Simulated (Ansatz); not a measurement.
Relaxed bulk TiSi₂:

```
CELL_PARAMETERS angstrom
1.77380 -6.78034 0.00000
1.77380 6.78034 0.00000
0.00000 0.00000 3.57922
ATOMIC_POSITIONS crystal
Ti 0.89682 0.10318 0.75000
Ti 0.10318 0.89682 0.25000
Si 0.55915 0.44085 0.75000
Si 0.44085 0.55915 0.25000
Si 0.24983 0.75017 0.75000
Si 0.75017 0.24983 0.25000
```

Miller indices refer to the conventional cell of Cmcm (No. 63), a = 3.548 Å, b = 13.561 Å, c = 3.579 Å, α = 90.00°, β = 90.00°, γ = 90.00°.

The (010) slab of 10 planes, 11.6 Å thick with 15 Å of vacuum as cut; outer planes Ti (top) and Si (bottom).

Level of theory: DFT PBE, scalar-relativistic, plane waves, PAW in Ansatz 0.2.0. Settings: cutoff 420 eV, Γ-centred mesh 10×10×1 on the computed 12-atom cell, Gaussian smearing of 0.10 eV; no spin polarisation. A dipole correction removes the field between periodic images along c.

Results for the relaxed slab:

```yaml
Surface_energy_mean_of_both_faces: 1.89 J/m²
Work_function: 3.67 eV (top), 5.13 eV (bottom)
Dipole_of_the_slab_along_+c_per_cell: 0.10 e·Å
```

Relaxation lowers the energy by 0.206 J/m² a face; the largest move is 0.295 Å.

| plane (bottom to top) | atoms | spacing to next, bulk (Å) | relaxed (Å) | change (%) | rumpling (Å) |
| --- | --- | --- | --- | --- | --- |
| 1 | Si2 | 1.991 | 2.123 | +6.6 | 0.061 |
| 2 | Ti | 0.597 | 0.432 | -27.7 | 0.000 |
| 3 | Si | 1.604 | 1.678 | +4.6 | 0.000 |
| 4 | Si | 0.597 | 0.624 | +4.5 | 0.000 |
| 5 | Ti | 1.991 | 2.002 | +0.6 | 0.000 |
| 6 | Si2 | 1.991 | 1.985 | -0.3 | 0.017 |
| 7 | Ti | 0.597 | 0.704 | +17.9 | 0.000 |
| 8 | Si | 1.604 | 1.793 | +11.8 | 0.000 |
| 9 | Si | 0.597 | 0.126 | -78.9 | 0.000 |
| 10 | Ti |  |  |  | 0.000 |

The reference crystal is a form of TiSi2, which isn't its usual structure.